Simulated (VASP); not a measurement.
Write the native input for VASP 6.6.1 that does the following.

| Property | Result |
| --- | --- |
| Task | relaxation of the atoms |
| Functional | PBE |
| Dispersion | D3(BJ) |
| Potentials or basis | VASP PAW PBE potentials, release 64 (Pt, Se) |
| Cutoff | 520 eV |
| k mesh | 10 × 10 × 8 |
| Occupations | gaussian, width 0.05 eV |
| Spin | no spin polarisation |
| Further INCAR settings | ALGO = Normal; EDIFF = 1e-07; IBRION = 2; EDIFFG = -0.005; NSW = 40 |

The structure of PtSe2 lies in POSCAR:

```
PtSe2
1.0
    3.7240000000      0.0000000000      0.0000000000
   -1.8620000000      3.2250786000      0.0000000000
    0.0000000000      0.0000000000      5.2290460000
Pt Se
1 2
Direct
    0.0000000000      0.0000000000      0.0000000000
    0.3333333300      0.6666666700      0.2420135500
    0.6666666700      0.3333333300      0.7579864500
```

One way to write it, as run:

INCAR

```
PREC     = Accurate       # precision mode
ENCUT    = 520            # plane-wave cutoff, eV
EDIFF    = 1E-7           # SCF threshold, eV
ISMEAR   = 0              # smearing method
SIGMA    = 0.05           # smearing width, eV
LREAL    = F              # projectors in reciprocal space
LASPH    = T              # aspherical terms in the spheres
NELM     = 80             # most SCF steps
ALGO     = Normal         # electronic algorithm
ISIF     = 2              # what is computed and relaxed
LWAVE    = F              # write WAVECAR
LCHARG   = F              # write CHGCAR
GGA      = PE             # functional
IVDW     = 12             # dispersion correction
IBRION   = 2              # ionic algorithm
NSW      = 40             # ionic steps
EDIFFG   = -0.005         # ionic threshold
KPAR     = 2
```

KPOINTS

```
regular mesh
0
Gamma
  10 10 8
```

Potentials or basis: VASP PAW PBE potentials, release 64 (Pt, Se).

The run is started by

```bash
$ cat potpaw_PBE.64/Pt/POTCAR potpaw_PBE.64/Se/POTCAR > POTCAR
$ mpirun -np 2 vasp_std > vasp.out
```

Results of the run:

* Energy gained by relaxing: 10.9 meV/atom
* Ionic steps: 4
* Pressure after relaxing: -0.5 GPa
* Band gap on the k mesh: none (metal or under the smearing width)
* Dispersion energy per atom: -0.461 eV

Caveat: pairwise dispersion overbinds metals, which lowers pressure and volume.

Wall time 110 s on 2 MPI ranks on Intel(R) Xeon(R) Platinum 8488C (Sapphire Rapids), on a shared host, peak memory 0.25 GiB a rank.
